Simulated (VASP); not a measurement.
# PtSe2 (P-3m1) in VASP: a series of runs, part 2 of 2

VASP 6.6.1. The steps go on from the part before.

## 3. Relaxation of cell and atoms, PBE+D3(BJ)

This run uses another cell than the first one, of 19.79 Å³/atom, 0.977 times its volume.

INCAR

```
SYSTEM = PtSe2
PREC = Accurate
ENCUT = 700
EDIFF = 1E-7
ISMEAR = 0
SIGMA = 0.02
LREAL = .FALSE.
LASPH = .TRUE.
NELM = 100
ALGO = Normal
ISIF = 3
LWAVE = .FALSE.
LCHARG = .FALSE.
GGA = PE
IVDW = 12
IBRION = 2
NSW = 80
EDIFFG = -0.002
KPAR = 4
```

KPOINTS

```
regular mesh
0
G
  9 9 6
  0 0 0
```

POSCAR

```
PtSe2                                   
1.0
    3.7695349804     -0.0000000000      0.0000000000
   -1.8847674902      3.2645130496     -0.0000000000
    0.0000000000      0.0000000000      4.8257692931
  Pt              Se            
     1     2
Direct
     0.0000000000000000    0.0000000000000000    0.0000000000000000
     0.3333333300000021    0.6666666699999979    0.2657285215995123
     0.6666666699999979    0.3333333300000021    0.7342714784004878
```

Potentials or basis: VASP PAW PBE potentials, release 64 (Pt, Se).

Launch:

```
cat potpaw_PBE.64/Pt/POTCAR potpaw_PBE.64/Se/POTCAR > POTCAR
mpirun -np 4 vasp_std > vasp.out
```

OUTCAR:

```text
SYSTEM = PtSe2
   PREC = Accurate
   ENCUT = 700
   EDIFF = 1E-7
   ISMEAR = 0
   LREAL = .FALSE.
   LASPH = .TRUE.
   NELM = 100
   ISIF = 3
   GGA = PE
   IVDW = 12
   IBRION = 2
   NSW = 80
   EDIFFG = -0.002
 IVDW          = 12

 ion  position               nearest neighbor table
   1  0.000  0.000  0.000-   2 2.53   3 2.53   2 2.53   3 2.53   3 2.53   2 2.53
   2  0.333  0.667  0.266-   1 2.53   1 2.53   1 2.53
   3  0.667  0.333  0.734-   1 2.53   1 2.53   1 2.53

  LATTYP: Found a hexagonal cell.
 ALAT       =     3.7695349804
 C/A-ratio  =     1.2802028150

  Lattice vectors:

 A1 = (   3.7695349804,   0.0000000000,   0.0000000000)
 A2 = (  -1.8847674902,   3.2645130496,   0.0000000000)
 A3 = (   0.0000000000,   0.0000000000,   4.8257692931)

Analysis of symmetry for initial positions (statically):
=====================================================================
 Subroutine PRICEL returns:
 Original cell was already a primitive cell.

 Routine SETGRP: Setting up the symmetry group for a
 hexagonal supercell.

 Subroutine GETGRP returns: Found 12 space group operations
 (whereof 12 operations were pure point group operations)
 out of a pool of 24 trial point group operations.

The static configuration has the point symmetry D_3d.

Analysis of symmetry for dynamics (positions and initial velocities):
=====================================================================
 Subroutine PRICEL returns:
 Original cell was already a primitive cell.

 Routine SETGRP: Setting up the symmetry group for a
 hexagonal supercell.

 Subroutine GETGRP returns: Found 12 space group operations
 (whereof 12 operations were pure point group operations)
 out of a pool of 24 trial point group operations.

The dynamic configuration has the point symmetry D_3d.

 Subroutine INISYM returns: Found 12 space group operations
 (whereof 12 operations are pure point group operations),
[... 130 lines left out ...]
 non-spin polarized calculation
 Gauss-broadening in eV      SIGMA  =   0.02
  energy-cutoff  :      700.00
  volume of cell :       59.38
 maximum number of plane-waves:      2514
 NGX is ok and might be reduce to    36
   NGX = 17   NGY = 17   NGZ = 21

 number of electron      22.0000000 magnetization

 Free energy of the ion-electron system (eV)
  ---------------------------------------------------
  ext. energy  EPLUGINS =         0.00000000
  ---------------------------------------------------
  free energy    TOTEN  =       -14.19530348 eV

  energy without entropy =      -14.19499387  energy(sigma->0) =      -14.19514867

 E-fermi :   6.7350     XC(G=0): -10.8254

 val. band max:        6.6849569171   @ k =   0.3333   0.3333   0.0000
 cond. band min:       6.7394817137   @ k =  -0.1111   0.4444   0.1667
 fundamental gap:      0.0545247966
 Fermi energy:         6.7349570970

 k-point     1 :       0.0000    0.0000    0.0000
  band No.  band energies     occupation
      1      -8.9503      2.00000
      2      -5.8560      2.00000
      3      -0.4032      2.00000
      4       0.4932      2.00000
      5       0.4932      2.00000
      6       2.9251      2.00000
      7       2.9251      2.00000
      8       4.2384      2.00000
      9       5.7151      2.00000
     10       5.7151      2.00000
     11       7.5007      0.00000
     12       7.7843      0.00000
     13       7.7843      0.00000
     14      10.0822      0.00000
[... 401 lines left out ...]
      2      -6.4003      2.00000
      3       0.1314      2.00000
      4       0.7967      2.00000
      5       1.1097      2.00000
      6       1.7877      2.00000
      7       2.5249      2.00000
      8       3.3704      2.00000
      9       4.3798      2.00000
     10       4.7873      2.00000
     11       6.2565      2.00000
     12       7.0607      0.00000
     13       8.1069      0.00000
     14      11.3587      0.00000
     15      12.9314      0.00000

 [... further k-points ...]

------------------------ aborting loop because EDIFF is reached ----------------------------------------

 Edisp (eV)   -1.47068

 E8    (eV) :    -0.6319

  FORCE on cell =-STRESS in cart. coord.  units (eV):
  Direction    XX          YY          ZZ          XY          YZ          ZX
  --------------------------------------------------------------------------------------
  -------------------------------------------------------------------------------------
  Total       0.00184     0.00184    -0.00407    -0.00000     0.00000    -0.00000
  in kB       0.04977     0.04977    -0.10976    -0.00000     0.00000    -0.00000
  external pressure =       -0.00 kB  Pullay stress =        0.00 kB

 VOLUME and BASIS-vectors are now :
 -----------------------------------------------------------------------------
  energy-cutoff  :      700.00
  volume of cell :       59.38
      direct lattice vectors                 reciprocal lattice vectors
     3.769534980  0.000000000  0.000000000     0.265284712  0.153162200  0.000000000
    -1.884767490  3.264513050  0.000000000     0.000000000  0.306324400  0.000000000
     0.000000000  0.000000000  4.825769293     0.000000000  0.000000000  0.207220847

 POSITION                                       TOTAL-FORCE (eV/Angst)
 -----------------------------------------------------------------------------------
      0.00000      0.00000      0.00000        -0.000000      0.000000      0.000000
     -0.00000      2.17634      1.28234         0.000000     -0.000000     -0.000416
      1.88477      1.08817      3.54342        -0.000000      0.000000      0.000416
 -----------------------------------------------------------------------------------
    total drift:                               -0.000000     -0.000000      0.000000

  FREE ENERGIE OF THE ION-ELECTRON SYSTEM (eV)
  ---------------------------------------------------
  free  energy   TOTEN  =       -15.6659844514 eV

  energy  without entropy=      -15.6656748452  energy(sigma->0) =      -15.66582965

 reached required accuracy - stopping structural energy minimisation
```

CONTCAR:

```text
PtSe2
   1.00000000000000
     3.7695349804000000    0.0000000000000000    0.0000000000000000
    -1.8847674902000000    3.2645130496000001    0.0000000000000000
     0.0000000000000000    0.0000000000000000    4.8257692930999996
  Pt              Se
     1     2
Direct
     0.0000000000000000    0.0000000000000000    0.0000000000000000
     0.3333333300000021    0.6666666699999979    0.2657285215995131
     0.6666666699999979    0.3333333300000021    0.7342714784004869

  0.00000000E+00  0.00000000E+00  0.00000000E+00
  0.00000000E+00  0.00000000E+00  0.00000000E+00
  0.00000000E+00  0.00000000E+00  0.00000000E+00
```

Wall time 31 s (4 MPI ranks of AMD EPYC 7R13 (Zen 3), shared host); peak memory 0.26 GiB.

What came out:

```
Free energy                : -15.6660 eV
Pressure after relaxing    : 0.0 GPa
Band gap on the k mesh     : none (metal or under the smearing width)
Dispersion energy per atom : -0.490 eV
```

Final structure:
```
Pt Se
1.0
     3.76953    0.00000    0.00000
    -1.88477    3.26451    0.00000
     0.00000    0.00000    4.82577
Pt Se
1 2
Direct
  0.00000 0.00000 0.00000
  0.33333 0.66667 0.26573
  0.66667 0.33333 0.73427
```

Levels at points of the mesh, in eV from the Fermi level:
| k point | band 9 | band 10 | band 11 | band 12 | band 13 | band 14 |
| --- | --- | --- | --- | --- | --- | --- |
| (0.00, 0.00, 0.00) | -1.02 | -1.02 | 0.77 | 1.05 | 1.05 | 3.35 |
| (0.00, 0.00, 0.50) | -1.73 | -1.73 | -1.72 | 2.31 | 2.31 | 4.98 |

Caveat: the relaxation stopped at its first step, so nothing moved; pairwise dispersion overbinds metals, which lowers pressure and volume.
